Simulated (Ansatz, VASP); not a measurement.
## Cs: VASP beside Ansatz

```
CELL_PARAMETERS angstrom
-2.88408 2.88408 2.88408
2.88408 -2.88408 2.88408
2.88408 2.88408 -2.88408
ATOMIC_POSITIONS crystal
Cs 0.00000 0.00000 0.00000
```

Alike in both runs: task single point; functional LDA; k mesh 8 × 8 × 8; no spin polarisation.

```csv
,VASP,Ansatz
version,VASP 6.6.1,Ansatz 0.2.0
potentials or method,"VASP PAW LDA potentials, release 64 (Cs_sv)","plane waves (420 eV) with PAW, scalar-relativistic"
plane-wave cutoff (eV),520,420
occupations,"methfessel-paxton of order 1, width 0.1 eV","cold, width 0.1 eV"
valence electrons in the cell,9,9
```

```csv
,VASP,Ansatz,Ansatz less VASP
pressure (GPa),0.0,0.0,+0.01
```

Ansatz warned: «pseudo_functional_mismatch».

The runs have no spin-orbit coupling, so splittings on Cs are missing.
